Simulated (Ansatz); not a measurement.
**Magnetic orders of AlCo3**

Level of theory: DFT r2SCAN, scalar-relativistic, plane waves, PAW (Ansatz).

```cif
data_structure
_symmetry_space_group_name_H-M 'P 1'
_symmetry_Int_Tables_number 1
_cell_length_a 3.5749
_cell_length_b 3.5749
_cell_length_c 3.5749
_cell_angle_alpha 90.000
_cell_angle_beta 90.000
_cell_angle_gamma 90.000
_cell_volume 45.69
loop_
_atom_site_label
_atom_site_type_symbol
_atom_site_fract_x
_atom_site_fract_y
_atom_site_fract_z
_atom_site_occupancy
Al1 Al 0.00000 0.00000 0.00000 1
Co1 Co 0.50000 0.50000 0.00000 1
Co2 Co 0.50000 0.00000 0.50000 1
Co3 Co 0.00000 0.50000 0.50000 1
```

```json
{
 "plane-wave cutoff": "500 eV",
 "Γ-centred k-mesh": "12×12×12",
 "occupation rule": "Gaussian smearing, 0.1 eV",
 "list of starting moments (μB, in atom order)": "0 3 3 3",
 "check for lower electronic states after the SCF": "off"
}
```

All runs keep this geometry, which isn't relaxed for the lowest state (largest force there 0.000 eV/Å, pressure -2.9 GPa) and needn't be a stable compound; relaxing each order would shift the differences by some 40 meV/atom, going by the pressures and a bulk modulus of about 150 GPa. Signs run over the atoms with starting moments. r2SCAN tends to overstate moments in metals. Site moments are spin moments in atom-centred spheres that scale with the neighbour distance. The states are those that the runs reached from these starts; a lower one can exist.

Problem. Starts tried: no spin; ferromagnetic; ferrimagnetic in the cell, signs ++-. Which state comes out lowest, and what are the moments?

Solution. The lowest state is ferromagnetic, reached from the start “ferromagnetic”, with site moments (μB) Al -0.12, Co +1.58 (×3).

| start | ends | energy above lowest (meV/atom) | site moments (μB) | gap on mesh (eV) | P (GPa) |
| --- | --- | --- | --- | --- | --- |
| no spin | non-magnetic | 187 | none over 0.05 | metal | -13.1 |
| ferromagnetic | ferromagnetic | 0.00 | Al -0.12, Co +1.58 (×3) | metal | -2.9 |
| ferrimagnetic in the cell, signs ++- | ferrimagnetic | 34.4 | Co +1.45 (×2), Co -1.59 | metal | 1.7 |

Cost: 3 runs of about 4.2 core-minutes in all, on Oxide Virtual Turin-like Processor (Zen 5) (shared hosts).